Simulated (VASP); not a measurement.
# BN: an input that fails (relaxed cell and band gap)

BN, F-43m (no. 216), 2 atoms in the cell.

INCAR:
```
ALGO = Normal ; EDIFF = 1E-7
EDIFFG = -0.005 ; ENCUT = 600
GGA = LIBXC ; GGA_COMPAT = F
IBRION = 2 ; ISIF = 3
ISMEAR = 0 ; LASPH = T
LCHARG = F ; LIBXC1 = GGA_X_PBEE
LIBXC2 = GGA_C_PBE ; LREAL = F
LWAVE = F ; NELM = 80
NSW = 20 ; PREC = Accurate
SIGMA = 0.02
```

KPOINTS:
```
k-points
0
Gamma
  10 10 10
```

POSCAR:
```
BN
1.0
    0.0000000000      1.8130010000      1.8130010000
    1.8130010000      0.0000000000      1.8130010000
    1.8130010000      1.8130010000      0.0000000000
N B
1 1
Direct
    0.2500000000      0.2500000000      0.2500000000
    0.0000000000      0.0000000000      0.0000000000
```

Commands:
```
cat potpaw_PBE.64/N/POTCAR potpaw_PBE.64/B/POTCAR > POTCAR
mpirun -np 1 vasp_std > vasp.out
```

VASP stops with:
```
One of the selected functionals for Libxc does not exist. Either you mistyped the name or your installed version of Libxc is not recent enough to include this functional. ---->  I REFUSE TO CONTINUE WITH THIS SICK JOB ... BYE!!! <----
```

Cause: misspelt functional name under LIBXC1.
